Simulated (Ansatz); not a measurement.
# Te2Mo: band structure with r2SCAN

**Measured values to compare with.**

“Broadband infrared study of pressure-tunable Fano resonance and metallization transition in 2H-MoTe2”, 2022, pmc:9569381 quotes, for a bulk crystal of Te2Mo at 300 K: band gap 0.88 ± 0.05 eV (indirect).

The system is Te2Mo.

```
CELL_PARAMETERS angstrom
3.51820 0.00000 0.00000
-1.75910 3.04685 0.00000
0.00000 0.00000 13.97360
ATOMIC_POSITIONS crystal
Te 0.66667 0.33333 0.37900
Te 0.33333 0.66667 0.87900
Te 0.66667 0.33333 0.12100
Te 0.33333 0.66667 0.62100
Mo 0.66667 0.33333 0.75000
Mo 0.33333 0.66667 0.25000
```

```yaml
Program: Ansatz 0.2.0
Task: band structure
Functional: r2SCAN
Potentials_or_basis: Ansatz PAW
Cutoff: "500 eV (not typed: the program's choice for these potentials)"
k_mesh: 9 × 9 × 2
Occupations: fermi-dirac, width 0.05 eV
Spin: no spin polarisation
Path: "[[\"G\", \"M\", \"K\", \"G\", \"A\", \"L\", \"H\", \"A\"], [\"L\", \"M\"], [\"K\", \"H\"]]"
Points_for_each_segment_of_the_path: 14
```

| Item | Value |
| --- | --- |
| Pressure | 2.2 GPa |
| Largest force | 0.078 eV/Å |
| Band gap on the k mesh | 0.89 eV, indirect (least direct gap 1.13 eV) |
| Band gap along the path | 0.82 eV, indirect (least direct gap 1.13 eV) |

Forces on the atoms (eV/Å):
```
Te   0.000  0.000 -0.078
Te   0.000  0.000 -0.078
Te   0.000  0.000  0.078
Te   0.000  0.000  0.078
Mo   0.000  0.000  0.000
Mo   0.000  0.000  0.000
```

Stress tensor (GPa, compression positive):
```
2.47 0.00 0.00
0.00 2.47 0.00
0.00 0.00 1.77
```

Levels at the corners of the path, in eV from the valence-band top:
| point | band 44 | band 45 | band 46 | band 47 | band 48 | band 49 |
| --- | --- | --- | --- | --- | --- | --- |
| Γ | -1.07 | -0.42 | 0.00 | 3.02 | 3.02 | 3.15 |
| M | -1.00 | -0.71 | -0.41 | 1.35 | 1.41 | 1.58 |
| K | -1.99 | -0.30 | -0.07 | 1.06 | 1.06 | 1.28 |
| Γ | -1.07 | -0.42 | 0.00 | 3.02 | 3.02 | 3.15 |
| A | -1.12 | -0.10 | -0.10 | 3.06 | 3.06 | 3.06 |
| L | -1.01 | -0.56 | -0.56 | 1.38 | 1.38 | 1.76 |
| H | -2.15 | -0.20 | -0.20 | 1.07 | 1.07 | 1.75 |
| A | -1.12 | -0.10 | -0.10 | 3.06 | 3.06 | 3.06 |
| L | -1.01 | -0.56 | -0.56 | 1.38 | 1.38 | 1.76 |
| M | -1.00 | -0.71 | -0.41 | 1.35 | 1.41 | 1.58 |
| K | -1.99 | -0.30 | -0.07 | 1.06 | 1.06 | 1.28 |
| H | -2.15 | -0.20 | -0.20 | 1.07 | 1.07 | 1.75 |

Wall time 33 s on 2 threads of Arm Neoverse V1, on a shared host, peak memory 1.1 GiB.

Measured gap of Te2Mo: 0.88 eV (indirect; 300 K; quoted in “Broadband infrared study of pressure-tunable Fano resonance and metallization transition in 2H-MoTe2”, 2022, pmc:9569381). This calculation gives 0.82 eV (-0.06 eV). Spin-orbit coupling on Mo, Te is left out. The value is that of r2SCAN, without temperature or zero-point motion.

Caveat: the k mesh misses the band edges, so the gap on the mesh is wider than the one along the path; spin-orbit coupling is left out, which moves the levels of the heavy elements; the PAW data sets come from PBE, with cores solved anew for the run's functional, which leaves a small shift of forces and pressure.
